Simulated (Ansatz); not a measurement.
# V (P-1) in Ansatz: band structure with HSEsol

Aim: the band structure of V with HSEsol.

All numbers are computed with Ansatz 0.2.0; they aren't measurements. Logs are shortened: lines on timing, memory, paths and dates and some standing lists are left out, and cuts for length are marked.

## 1. The cell of the first run

The typed cell holds 1 atom: a = 2.703 Å, b = 2.670 Å, c = 2.405 Å, α = 113.75°, β = 107.43°, γ = 104.79°.

## 2. Band structure, HSEsol, collinear spin, ferromagnetic start (cell sheared at random, sigma 0.1, atoms nudged by 0.01 Å)

Input file input:

```
crystal:
  lattice:
    - [-1.37771515, 1.64119061, 1.64793453]
    - [1.50497572, -1.49125904, 1.62526353]
    - [1.27254586, 1.38608975, -1.49800296]
  atoms:
    - { symbol: V, position: [0.0, 0.0, 0.0], spin: 2.0 }
hamiltonian:
  xc:
    exchange: hjs_pbesol
    correlation: pbesol
    exx: { coeff: 0.25, omega: 0.207 }
  pseudopotentials: { kind: paw }
magnetization:
  spin_polarized: true
kpoints:
  mp_grid: { grid: [6, 6, 7] }
  band_path:
    path:
      - [[0.5, 0.0, 0.0], [0.0, 0.0, 0.0], [0.0, -0.5, 0.0]]
      - [[0.5, -0.5, 0.0], [0.0, 0.0, 0.0], [0.0, 0.5, -0.5]]
      - [[0.5, 0.5, -0.5], [0.0, 0.0, 0.0], [0.0, 0.0, -0.5]]
      - [[0.5, 0.0, -0.5], [0.0, 0.0, 0.0]]
    npoints: 4
scf:
  occupations: { method: fermi_dirac, width: 0.05 }
  n_extra_bands: 6
output:
  forces: true
  stress: true
  eigenvalues: true
  fatbands: false
```

Potentials or basis: Ansatz PAW.

The log of the run:

```text
Warning: output.stress: scf.convergence.dr2_threshold = 1e-7 eV (the SCF's general default) is looser than the 1e-10 eV advised for a printed stress (1e-10 eV for each atom of the cell: 1). What an SCF threshold leaves in a stress goes as its square root, and in the free energy as the threshold itself, and one threshold admits the most on a small cell: of the crystals measured, under no hybrid functional and no lock of the moments, on runs that ended without the residual-converged pass, on stresses that held no estimate of that error, the worst erred by over 100 MPa in a component at 1e-7 eV an atom and by under 5 at 1e-10. Set scf.convergence.dr2_threshold to 1e-10 eV or tighter. The threshold is an SCF's pass mark: one that does not reach it within its budget of iterations ends unconverged, or closes short of it on a stop that the run arms, and scf.convergence.dr2_threshold's page says what that costs each kind of run
Warning: output.stress: scf.exx.energy_threshold = 1e-6 eV is looser than the 1e-8 eV advised for a stress under a hybrid functional (1e-8 eV for each atom of the cell: 1). Every SCF of the exchange loop can meet its threshold on dr2 while the loop round them stops early: no threshold on dr2 bounds what that leaves in the stress. Set scf.exx.energy_threshold to 1e-8 eV or tighter. The threshold is the loop's pass mark: a loop that does not reach it within its budget of cycles ends unconverged, and scf.exx.energy_threshold's page has the law
scf.n_extra_bands = 6 over 7 filled bands (N_el = 13.0): the run solves 13 bands
GPUs: using 1 of 1 available (devices: 1).
Engine: ansatz 0.2.0, x86_64-unknown-linux-gnu
Pseudopotentials: kind: paw
Pseudopotential: V, paw, valence charge 13, recommended cutoff 420 eV (normal), V.paw.azcp
Functional definition: unnamed
  parameter a_1 = 0.25
  parameter omega_1 = 0.207/angstrom
  exchange = pbe_x(mu = 0.12345679012345678) + (-a_1)*hjs_pbesol_x_sr(omega_1) + a_1*exact_x_sr(omega_1)
  correlation = pbe_c(beta = 0.046)
device memory: the entry about to start is reckoned to put 0.6 GiB on a device that reports 64.6 GiB free (of which the cap on the GPU budget leaves the run 18.0 GiB)
GPU FFT provider: cuFFT
GPU libraries: cuBLAS 13.8.2, cuFFT 12.4.0, cuSOLVER 12.3.4
Crystal: 1 atoms, lattice volume = 13.685 Å³
Basis set: ecut = 420 eV, 265 PW (Γ), exchange–correlation on 40×36×36 points (8 copies of the dense FFT grid, shifted against one another)
Bands: 13, of which v1, the nominal top of the filled ones, is band 7 counted from 1 (6 counted from 0)
Symmetry: 2 space group operations
Space group: P-1 (ITA 2), of the structure as read, at distance tolerance 2.4e-5 Å
Magnetic group: BNS 2.4 (UNI 4), of the structure as read, at distance tolerance 2.4e-5 Å
k-points: 128 of 252
Non-local potential: V, projectors of the file, l = 0: 3, l = 1: 2, l = 2: 3, l = 3: 1
PAW form: soft (Blöchl's): semilocal exchange-correlation on the pseudo side does not see the compensation charge
PAW frozen core: V, regenerated for the run's functional, and the local potential with it (the file was generated under x = pbe(κ = 0.804, μ = 0.2195149727645171), c = pbe(β = 0.06672455060314922))
PAW one-centre angular grid: V, 590 points (default); XC on 64 Gauss nodes
Initial density: superposition of atomic densities (chi_scale 0.1, normalization cell)
Starting moments: Σ|m| = 2 μB on 1 of 1 site
Initial wavefunctions: pseudopotential atomic-orbital guess
GPU buffer pool allocated for 6480 grid points (all kernels)
GPU transforms: local potential and band sums: pruned to the plane-wave sphere, on 20×18×18
Functional: x = pbesol(κ = 0.804, μ = 0.12345679012345678), c = pbesol(β = 0.046), warm-up for x = hjs_pbesol + 0.25 (exact − hjs_pbesol) at short range (ω = 0.207 Å⁻¹), c = pbesol(β = 0.046)
iter 1 solved again at ethr=7.00e-3 eV; its pass at ethr=1.00e-1 eV (dr2=9.10e-1 eV) is discarded
SCF iter   1: F=—  HF=-2884.973425 eV  |F-HF|=—  |Δ(HF+E_count)|=         —  Δρ=1.56e-1 (↑1.56e-1 ↓8.16e-2)  dr2=9.08e-1  dr2_m=1.69e0  M=0.761 μB ∫|m|=0.761 μB  β_m=0.30  ethr=7.00e-3  ⟨swp⟩=2.1  Hψ=16761  notcnv=0
preconditioner: auto → none  [metal: Δε(μ)=0.015 eV  Ē_g=10.590 eV  σ=0.050 eV  W_gap=0.07  n_scr=2 (ndim 8)  ℏωp=22.4 eV  f_vac=0.000  D(μ)=1.11/eV (n_scr^D=12)  sad-step TF]
SCF iter   2: F=—  HF=-2884.969782 eV  |F-HF|=—  |Δ(HF+E_count)|=   3.64e-3  Δρ=1.06e-1 (↑1.06e-1 ↓6.90e-2)  dr2=2.86e-1  dr2_m=9.33e-1  M=0.694 μB ∫|m|=0.694 μB  β_m=0.30  ethr=6.98e-3  ⟨swp⟩=2.0  Hψ=6659  notcnv=0
iter 3 solved again at ethr=7.94e-5 eV; its pass at ethr=2.20e-3 eV (dr2=1.03e-2 eV) is discarded
SCF iter   3: F=—  HF=-2885.003746 eV  |F-HF|=—  |Δ(HF+E_count)|=   3.40e-2  Δρ=6.58e-2 (↑6.02e-2 ↓6.58e-2)  dr2=1.04e-2  dr2_m=4.92e-1  M=0.665 μB ∫|m|=0.665 μB  β_m=0.30  ethr=7.94e-5  ⟨swp⟩=2.4  Hψ=13917  notcnv=0  defer=4
SCF iter   4: F=—  HF=-2885.069797 eV  |F-HF|=—  |Δ(HF+E_count)|=   6.61e-2  Δρ=5.05e-2 (↑5.05e-2 ↓4.83e-2)  dr2=1.71e-3  dr2_m=3.06e-1  M=0.597 μB ∫|m|=0.597 μB  β_m=0.30  ethr=7.94e-5  ⟨swp⟩=3.0  Hψ=9594  notcnv=0
SCF iter   5: F=—  HF=-2885.109461 eV  |F-HF|=—  |Δ(HF+E_count)|=   3.97e-2  Δρ=4.01e-2 (↑3.92e-2 ↓4.01e-2)  dr2=1.84e-4  dr2_m=1.97e-1  M=0.530 μB ∫|m|=0.530 μB  β_m=0.30  ethr=1.32e-5  ⟨swp⟩=2.5  Hψ=7610  notcnv=0
SCF iter   6: F=—  HF=-2885.135326 eV  |F-HF|=—  |Δ(HF+E_count)|=   2.59e-2  Δρ=3.27e-2 (↑3.24e-2 ↓3.27e-2)  dr2=1.08e-4  dr2_m=1.33e-1  M=0.465 μB ∫|m|=0.465 μB  β_m=0.30  ethr=1.41e-6  ⟨swp⟩=3.1  Hψ=7281  notcnv=0
SCF iter   7: F=—  HF=-2885.152879 eV  |F-HF|=—  |Δ(HF+E_count)|=   1.76e-2  Δρ=2.69e-2 (↑2.66e-2 ↓2.69e-2)  dr2=3.78e-5  dr2_m=9.00e-2  M=0.411 μB ∫|m|=0.411 μB  β_m=0.30  ethr=8.29e-7  ⟨swp⟩=3.0  Hψ=7189  notcnv=0
[... 154 lines left out ...]
Exchange kernel: α = 0.2500, screened, ω = 0.2070 Å⁻¹, Wigner–Seitz truncation, v(0) = 1041.8246 eV·Å³, q-mesh 6×6×7, nearest image of the exchange supercell L = 16.02 Å, pair-density grid 15×12×12, without the augmentation charges, whose exchange is taken in its separable form by FFT convolution over the k-point mesh (sized by the pseudopotential files, 16×15×15 at the most), smooth part of the exact exchange by density-matrix convolution in up to 1.09 GiB of GPU memory as planned if the GPU has room (build and FFT work areas not counted)
Frozen-core exchange: fock
iter 1 solved again at ethr=1.00e-12 eV; its pass at ethr=1.00e-1 eV (dr2=7.78e-12 eV) is discarded
SCF iter   1: F=—  HF=-2891.631943 eV  |F-HF|=—  |Δ(HF+E_count)|=         —  Δρ=9.44e-7 (↑9.28e-7 ↓9.44e-7)  dr2=1.56e-11  dr2_m=1.04e-10  M=0.049 μB ∫|m|=0.051 μB  β_m=0.30  ethr=1.00e-12  ⟨swp⟩=3.7  Hψ=10616  notcnv=0
SCF iter   2: F=-2891.631943 eV  HF=-2891.631943 eV  |F-HF|=4.37e-11  |Δ(HF+E_count)|=  5.05e-11  Δρ=7.33e-7 (↑7.21e-7 ↓7.33e-7)  dr2=1.16e-11  dr2_m=6.32e-11  M=0.049 μB ∫|m|=0.051 μB  ethr=1.00e-12  ⟨swp⟩=2.0  Hψ=5040  notcnv=0
SCF 10 converged in 2 iterations: F = -2891.631943 eV  dr2 = 1.16e-11
hybrid outer 9: dexx = +2.200e-11 eV, tail = 2.14e-9 eV
GPU FFT provider: cuFFT
GPU libraries: cuBLAS 13.8.2, cuFFT 12.4.0, cuSOLVER 12.3.4
GPU buffer pool allocated for 6480 grid points (all kernels)
GPU transforms: local potential and band sums: pruned to the plane-wave sphere, on 20×18×18
Exchange kernel: α = 0.2500, screened, ω = 0.2070 Å⁻¹, Wigner–Seitz truncation, v(0) = 1041.8246 eV·Å³, q-mesh 6×6×7, nearest image of the exchange supercell L = 16.02 Å, pair-density grid 15×12×12, without the augmentation charges, whose exchange is taken in its separable form by FFT convolution over the k-point mesh (sized by the pseudopotential files, 16×15×15 at the most), smooth part of the exact exchange by density-matrix convolution in up to 1.09 GiB of GPU memory as planned if the GPU has room (build and FFT work areas not counted)
Frozen-core exchange: fock
SCF iter   1: F=—  HF=-2891.631943 eV  |F-HF|=—  |Δ(HF+E_count)|=         —  Δρ=8.43e-7 (↑8.17e-7 ↓8.43e-7)  dr2=8.13e-12  dr2_m=8.20e-11  M=0.049 μB ∫|m|=0.051 μB  β_m=0.30  ethr=3.09e-11  ⟨swp⟩=2.1  Hψ=6685  notcnv=0
SCF iter   2: F=-2891.631943 eV  HF=-2891.631943 eV  |F-HF|=3.18e-11  |Δ(HF+E_count)|=  3.50e-11  Δρ=6.45e-7 (↑6.30e-7 ↓6.45e-7)  dr2=5.71e-12  dr2_m=4.88e-11  M=0.049 μB ∫|m|=0.051 μB  ethr=1.00e-12  ⟨swp⟩=2.0  Hψ=5040  notcnv=0
SCF 11 converged in 2 iterations: F = -2891.631943 eV  dr2 = 5.71e-12
  Residual-converged pass: ⟨swp⟩=2.0  Hψ=4387  notcnv=0  max |occ|·‖R‖ = 3.8e-7 eV (tolerance 4.2e-7 eV)  dr2=5.71e-12  dr2_m=4.89e-11  dr2_onsite=2.83e-11  max |Δocc| = 2.1e-13
hybrid outer 10: dexx = +8.787e-12 eV, tail = 1.59e-9 eV, Δε = 7.23e-6 eV (about 2.00e-4 eV left of the loop's levels)
at 1 of the mixer's solves, all of them in the SCFs whose states led to this one, it left a direction of its history that read negative out of its fit and stepped the other way along it
device memory: the entry about to start is reckoned to put 0.3 GiB on a device that reports 72.6 GiB free (of which the cap on the GPU budget leaves the run 18.0 GiB)
NSCF: frozen V_eff on 32 k-points, pencils in batches of 32, up to order 60
this state was not tested for a lower state beside it, because the functional holds exact exchange (a hybrid, or Hartree-Fock), whose exchange loop this test does not read (fock_operator); the stability check (scf.self_checks: high) cannot read this state: a pseudopotential is PAW: the check reads norm-conserving sets alone
hybrid SCF converged: 10 outer / 53 inner (+16 warm-up), last move |dexx| = 8.79e-12 eV, tail = 1.59e-9 eV
Magnetization: 0.0490 μB (6.5245 up, 6.4755 down)
Absolute magnetization: 0.0514 μB (∫|ρ↑−ρ↓|, with the PAW one-centre terms)
Spin contamination: 0.0021 ħ² per cell (⟨S²⟩ above its minimum at these occupations)
Per-site moments (μB) at R_I (Å): [(0.03546166787200628, 0.9921144366807537)]
Free energy (F): -2891.631943 eV
Frozen-core exchange: fock
Harris-Foulkes:  -2891.631943 eV  (|F-HF|=3.18e-11)
Internal energy: -2891.625765 eV  (E = F + TS)
E sigma→0 (E₀):  -2891.628854 eV
Entropy (-TS):   -0.006178 eV (-6.178 meV/atom)
Fermi energy:    16.079256 eV
--- Per-component energies (eV) ---
  E_band       = -183.563497
  E_kinetic    = 336.225787
  E_local      = -906.478581  (includes V_loc(G=0)·N_el)
  E_nonlocal   = -46.395855
  E_hartree    = 411.591704
  E_xc         = -104.091850
  E_vxc        = -131.234015  (∫ρ·V_xc dr)
  E_exx        = -46.025954  (= α·E_x^exact, valence–valence)
  E_paw        = -1071.588268  (= ΣΔE_a)
  E_vpaw       = -166.812599  (= ΣTr[D̂ρ^β])
  E_aug_tail   = 0.000261  (compensation charges beyond the density's cutoff)
  E_ewald      = -1464.796454
  E_core_change = -0.066556  (= ΣΔE_core)
  E_smearing   = -0.006178  (= −TS)
  E_closure    = -0.000000  (closes the sum)
  Σ components = -2891.631943   (vs F -2891.631943, Δ=0.00e0)
--- Forces (eV/Å), atoms counted from 1 ---
  atom   1  V      0.00000000     0.00000000     0.00000000
  max |Σ_I F_I| component: 0.00e0 eV/Å
--- Stress (GPa, compression-positive) ---
       -5.372153      -5.861779       1.862665
       -5.861778      -9.112839      -3.429543
        1.862663      -3.429543     -19.919041
  P = ⅓ Tr σ = -11.4680 GPa (-114.680 kbar)
--- Band table (eV; the first three rows and the last of 256) ---
  k-point 0 ↑: bands = ["-52.7034", "-24.5788", "-24.4480", "-23.9960", "8.2896", "14.7979", "16.4588", "17.9706", "18.9377", "20.2254", "34.8903", "38.0666", "39.5078"]
  k-point 1 ↑: bands = ["-52.6456", "-24.6435", "-24.4732", "-24.2418", "9.3382", "15.4771", "16.2932", "17.9542", "18.6414", "19.5794", "35.3285", "37.6151", "38.5884"]
  k-point 2 ↑: bands = ["-52.5144", "-24.9718", "-24.6388", "-24.4669", "11.6069", "14.8245", "16.9341", "18.4871", "18.9700", "19.3212", "33.8081", "34.3172", "37.5227"]
  k-point 127 ↓: bands = ["-52.2901", "-25.1932", "-24.9013", "-24.7446", "12.6184", "12.8661", "19.6909", "20.2592", "20.4919", "25.1986", "26.7140", "29.5998", "32.8978"]
```

Wall time 3.5 min (1 × NVIDIA H100 80GB HBM3 with 2 threads of AMD EPYC 7R13 (Zen 3), shared host); peak memory 1.7 GiB.

What came out:

```yaml
Free_energy: -2891.6319 eV
Pressure: -11.5 GPa
Band_gap_on_the_k_mesh: none (metal or under the smearing width)
Net_moment: 0.05 μB per cell
Absolute_moment: 0.05 μB per cell
Site_moments: V +0.04 μB
```

Levels at the corners of the path, in eV from the Fermi level:
Spin up:
```
point  band 3  band 4  band 5  band 6  band 7  band 8  band 9  band 10
    X  -40.65  -40.08   -4.08   -1.30   -0.33    2.85    3.91     4.57
    Γ  -40.53  -40.08   -7.79   -1.28    0.38    1.89    2.86     4.15
    Y  -40.76  -40.15   -3.98   -2.08    0.61    3.40    4.09     4.66
    L  -40.86  -40.18   -3.96   -2.75    1.30    3.91    4.35     4.77
    Γ  -40.53  -40.08   -7.79   -1.28    0.38    1.89    2.86     4.15
    Z  -40.74  -40.55   -3.79    0.25    1.70    1.71    2.87     4.77
    N  -41.04  -40.86   -3.67   -3.41    4.02    4.06    5.03     8.26
    Γ  -40.53  -40.08   -7.79   -1.28    0.38    1.89    2.86     4.15
    M  -40.85  -40.57   -3.80   -2.25    3.20    3.26    3.94     4.88
    R  -40.79  -40.57   -3.77   -1.29    2.26    2.68    3.74     4.81
    Γ  -40.53  -40.08   -7.79   -1.28    0.38    1.89    2.86     4.15
```
Spin down:
| point | band 2 | band 3 | band 4 | band 5 | band 6 | band 7 | band 8 | band 9 | band 10 | band 11 |
| --- | --- | --- | --- | --- | --- | --- | --- | --- | --- | --- |
| X | -41.37 | -40.59 | -40.05 | -4.00 | -1.18 | -0.29 | 2.86 | 3.94 | 4.60 | 9.36 |
| Γ | -40.60 | -40.47 | -40.05 | -7.75 | -1.23 | 0.65 | 1.93 | 2.87 | 4.18 | 18.85 |
| Y | -41.36 | -40.71 | -40.12 | -3.88 | -2.04 | 0.64 | 3.43 | 4.16 | 4.67 | 10.35 |
| L | -41.34 | -40.80 | -40.15 | -3.92 | -2.69 | 1.34 | 4.03 | 4.40 | 4.79 | 11.09 |
| Γ | -40.60 | -40.47 | -40.05 | -7.75 | -1.23 | 0.65 | 1.93 | 2.87 | 4.18 | 18.85 |
| Z | -41.49 | -40.67 | -40.50 | -3.76 | 0.31 | 1.74 | 1.76 | 2.95 | 4.87 | 11.30 |
| N | -41.32 | -40.99 | -40.80 | -3.64 | -3.34 | 4.07 | 4.16 | 5.09 | 8.29 | 10.83 |
| Γ | -40.60 | -40.47 | -40.05 | -7.75 | -1.23 | 0.65 | 1.93 | 2.87 | 4.18 | 18.85 |
| M | -41.48 | -40.79 | -40.52 | -3.77 | -2.17 | 3.27 | 3.35 | 4.01 | 4.96 | 12.73 |
| R | -41.52 | -40.75 | -40.50 | -3.73 | -1.19 | 2.30 | 2.72 | 3.87 | 4.85 | 12.12 |
| Γ | -40.60 | -40.47 | -40.05 | -7.75 | -1.23 | 0.65 | 1.93 | 2.87 | 4.18 | 18.85 |

Caveat: the k mesh is coarse (spacing up to 0.47 Å⁻¹), so the values aren't converged, least of all with exact exchange; the magnetic or orbital state may not be the lowest; the PAW data sets come from PBE, with cores solved anew for the run's functional, which leaves a small shift of forces and pressure; the starting moments weren't kept; the thresholds are loose for stress.
